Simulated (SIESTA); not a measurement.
Runs of SIESTA 5.4.2 on Mo. Symmetry: Im-3m, No. 229, cubic system. Conventional cell: a = 3.168 Å, b = 3.168 Å, c = 3.168 Å, α = 90.00°, β = 90.00°, γ = 90.00°. Around Mo (site symmetry m-3m) lie 8 Mo at 2.74 Å. 

```tsv
task	level	potentials or basis	cell	optimiser	force tolerance	energy shift	gap on the mesh (eV)	pressure (GPa)	V0 of scaled cells (Å³/atom)	relaxed volume (Å³/atom)	B0 (GPa)
equation of state	PBE	PseudoDojo 0.4 standard (PBE files), DZP (energy shift 0.003 Ry; two zetas on semicore shells)	as given	-	-	0.003 Ry	-	-	15.95	-	(a)
relaxation of cell and atoms	BLYP	PseudoDojo 0.4 standard (PBE files), DZP (energy shift 0.002 Ry)	relaxed	CG	0.01 eV/Å	0.002 Ry	none	0.0	-	16.48	-
band structure	PBE	PseudoDojo 0.4 standard (PBE files), DZ (energy shift 0.002 Ry)	as given	-	-	0.002 Ry	none	(c)	-	-	-
band structure	PBE	PseudoDojo 0.4 standard (PBE files), TZP (energy shift 0.003 Ry; two zetas on semicore shells)	as given	-	-	0.003 Ry	none	0.0	-	-	-
band structure	PBE	PseudoDojo 0.4 standard (PBE files), DZP (energy shift 0.003 Ry; two zetas on semicore shells)	as given	-	-	0.003 Ry	none	1.0	-	-	-
band structure	PBE	PseudoDojo 0.4 standard (PBE files), TZDP (energy shift 0.002 Ry)	as given	-	-	0.002 Ry	none	-1.3	-	-	-
band structure	PBE	PseudoDojo 0.4 standard (PBE files), DZ (energy shift 0.003 Ry; two zetas on semicore shells)	as given	-	-	0.003 Ry	none	-0.1	-	-	-
band structure	PBEsol	PseudoDojo 0.4 standard (PBEsol files), DZP (energy shift 0.003 Ry; two zetas on semicore shells)	as given	-	-	0.003 Ry	none	-6.6	-	-	-
equation of state	PBE	PseudoDojo 0.4 standard (PBE files), TZDP (energy shift 0.01 Ry)	as given	-	-	0.01 Ry	-	-	(b)	-	278
equation of state	LDA	PseudoDojo 0.4 standard (LDA files), DZP (energy shift 0.003 Ry; two zetas on semicore shells)	as given	-	-	0.003 Ry	-	-	(d)	-	298
relaxation of cell and atoms	BLYP	PseudoDojo 0.4 standard (PBE files), DZP (energy shift 0.003 Ry; two zetas on semicore shells)	relaxed	CG	0.01 eV/Å	0.003 Ry	none	-0.1	-	16.59	-
equation of state	PBE	PseudoDojo 0.4 standard (PBE files), DZP (energy shift 0.002 Ry)	as given	-	-	0.002 Ry	-	-	15.86	-	270
```

Alike in all rows: no spin polarisation; k mesh 12 × 12 × 12; smearing fermi-dirac 0.05 eV; grid cutoff 800 Ry.

Question: Estimate the missing entries.

Answer: (a) 265; (b) 15.67; (c) -2.0; (d) 15.26.

Caveats: the basis of atomic orbitals isn't converged, which shifts pressures, moduli and gaps; semicore shells carry a single zeta, which can move pressures by several GPa and volumes by a few percent (some runs); the potentials were made for another functional, which shifts forces and pressure (some runs); the basis has no polarisation orbitals (some runs).

A k mesh can miss the band edges, and the runs leave out spin-orbit coupling on Mo.

A gap of «none» marks a metal or a gap under the smearing width.

Not every run made on this cell is shown here.
